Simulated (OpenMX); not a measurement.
The system is N.

```xyz
2
Lattice="2.5195 0.0000 0.0000 -1.2597 2.1819 0.0000 0.0000 0.0000 2.4460" Properties=species:S:1:pos:R:3 pbc="T T T"
N     0.0000    1.4546    1.8345
N     1.2597    0.7273    0.6115
```

The real solid is made of molecules; this cell is a model form.

| Item | Value |
| --- | --- |
| Program | OpenMX 3.8.5 |
| Task | single point |
| Functional | PBE |
| Potentials or basis | OpenMX 2013 PBE set, N6.0-s2p2d1, grid cutoff 400 Ry |
| k mesh | 13 × 13 × 11 |
| Occupations | fermi-dirac, width 0.05 eV |
| Spin | no spin polarisation |

On this cell: pressure 13.1 GPa; largest force 0.027 eV/Å; band gap on the k mesh none (metal or under the smearing width).

The same run follows on a disturbed copy (atoms moved at random, drawn with an rms of 0.05 Å):

```
N
1.0
     2.51947    0.00000    0.00000
    -1.25974    2.18193    0.00000
     0.00000    0.00000    2.44600
N
2
Direct
  0.32898 0.66023 0.73606
  0.67162 0.33290 0.25859
```

**Question.** What does the disturbed cell give?

**Answer.** The energy (extrapolated to zero smearing) moves by -29.9 meV/atom; pressure 13.6 GPa; largest force 2.048 eV/Å; band gap on the k mesh none (metal or under the smearing width).

Forces in eV/Å, atoms in the order of the input:
```
N   -0.108 -0.088 -2.042
N    0.106  0.091  2.043
```

Caveats: the basis of atomic orbitals isn't converged, which shifts pressures, moduli and gaps.
